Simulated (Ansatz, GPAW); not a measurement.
One calculation of Mo, 3 ways

```
Mo
1.0
    -1.58381    1.58381    1.58381
     1.58381   -1.58381    1.58381
     1.58381    1.58381   -1.58381
Mo
1
Cartesian
  0.0000 0.0000 0.0000
```

Alike in all runs: task single point; functional PBE; k mesh 12 × 12 × 12; occupations gaussian, width 0.011 eV; no spin polarisation; no spin-orbit coupling. Pressure is positive in compression and, in plane waves, holds the error of the finite cutoff, which Ansatz's Pulay term estimates and takes out.

```tsv
program and potentials	plane-wave cutoff (eV)	notes	band gap (eV)	pressure (GPa)
Ansatz, Ansatz PAW	420	Pulay term of +0.05 GPa included	no gap	-1.94
GPAW, GPAW PAW data sets (gpaw-data 1.2.1)	600	-	no gap	-2.31
Ansatz, all-electron LAPW, scalar-relativistic	-	-	?	?
```

Question: Estimate from the other rows what the run with Ansatz, all-electron LAPW, scalar-relativistic gave.

Answer: No band gap; pressure -1.95 GPa. The other rows, which needn't bracket it: pressure -2.31 to -1.94.
